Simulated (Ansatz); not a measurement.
# Strain response of Au

Theory: Ansatz 0.2.0, DFT PBE, scalar-relativistic, plane waves, PAW. Settings: 420 eV cutoff, 18×18×12 k-mesh, Gaussian smearing of 0.10 eV, no spin polarisation.

The relaxed crystal:

```yaml
crystal:
  lattice:
    - [2.07895, 2.07895, 0.00000]
    - [-2.07895, 2.07895, 0.00000]
    - [0.00000, 0.00000, 4.15790]
  atoms:
    - { symbol: Au, position: [0.00000, 0.00000, 0.00000] }
    - { symbol: Au, position: [0.50000, 0.50000, 0.50000] }
```

Deformation: all cell vectors scaled alike, the atoms relaxed, all within the symmetry that the strain leaves. Energies are extrapolated to zero smearing. On this cell's mesh the reference holds a stress of up to 0.16 GPa.

Spin–orbit coupling is left out, which can shift energies with elements as heavy as these.

Problem. Give the structure at +2.0 %.

Solution.
```yaml
crystal:
  lattice:
    - [2.12053, 2.12053, 0.00000]
    - [-2.12053, 2.12053, 0.00000]
    - [0.00000, 0.00000, 4.24105]
  atoms:
    - { symbol: Au, position: [0.00000, 0.00000, 0.00000] }
    - { symbol: Au, position: [0.50000, 0.50000, 0.50000] }
```
Space group Fm-3m (225), 25.4 meV/atom over the relaxed crystal.